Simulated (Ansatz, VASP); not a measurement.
## Mn in VASP and in Ansatz

```
Mn
1.0
     2.43400    0.00000    0.00000
    -1.21700    2.10791    0.00000
     0.00000    0.00000    7.83778
Mn
4
Direct
  0.00000 0.00000 0.00000
  0.00000 0.00000 0.50000
  0.33333 0.66667 0.25000
  0.66667 0.33333 0.75000
```

Alike in both runs: functional LDA; k mesh 14 × 14 × 4; occupations fermi-dirac, width 0.1 eV; no spin polarisation.

Ansatz relaxed the structure, and its values are those at the end. VASP's run is a single point on that final structure, the one shown.

```csv
,VASP,Ansatz
version,VASP 6.6.1,Ansatz 0.2.0
potentials or method,"VASP PAW LDA potentials, release 64 (Mn_pv)","plane waves (420 eV) with PAW, scalar-relativistic"
plane-wave cutoff (eV),520,420
valence electrons in the cell,52,60
```

VASP gave:

| Property | Result |
| --- | --- |
| pressure (GPa) | 0.4 |

Problem. Which values does Ansatz return?

Solution. Pressure (GPa): 0.0.

The two sets of potentials don't hold the same shells in valence. Ansatz warned: «pseudo_functional_mismatch».

Caveats: the run has no spin polarisation, though such a crystal can be magnetic. Spin polarisation is off, so any magnetic state and its effect on volume and gap are missing.
